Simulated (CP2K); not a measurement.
The system is TiC.

```
Ti C
1.0
     3.06279    0.00000    0.00000
     1.53139    2.65245    0.00000
     1.53139    0.88415    2.50076
Ti C
1 1
Cartesian
  0.0000 0.0000 0.0000
  3.0628 1.7683 1.2504
```

The cell is a database's computed one.

Base run:

- Program: CP2K 2026.2
- Functional: vdW-DF-cx
- Potentials or basis: POTENTIAL_UZH Ti GTH-PBE-q12, C GTH-PBE-q4; TZVP-MOLOPT-PBE-GTH basis
- Density cutoff: 9184 eV
- k mesh: 11 × 11 × 11
- Occupations: fermi-dirac, width 0.05 eV
- Spin: no spin polarisation

Its results: band gap on the k mesh none (metal or under the smearing width); pressure -3.8 GPa.

Task: After a change of settings the same cell gave: band gap on the k mesh none (metal or under the smearing width); pressure 0.8 GPa. Which change was it?
A. functional from vdW-DF-cx to TASK
B. functional from vdW-DF-cx to LDA
C. functional from vdW-DF-cx to revPBE
D. functional from vdW-DF-cx to PBE

Result: D.

Caveats: the basis of atomic orbitals isn't converged, which shifts pressures, moduli and gaps; the potentials were made for another functional, which shifts forces and pressure (some runs).
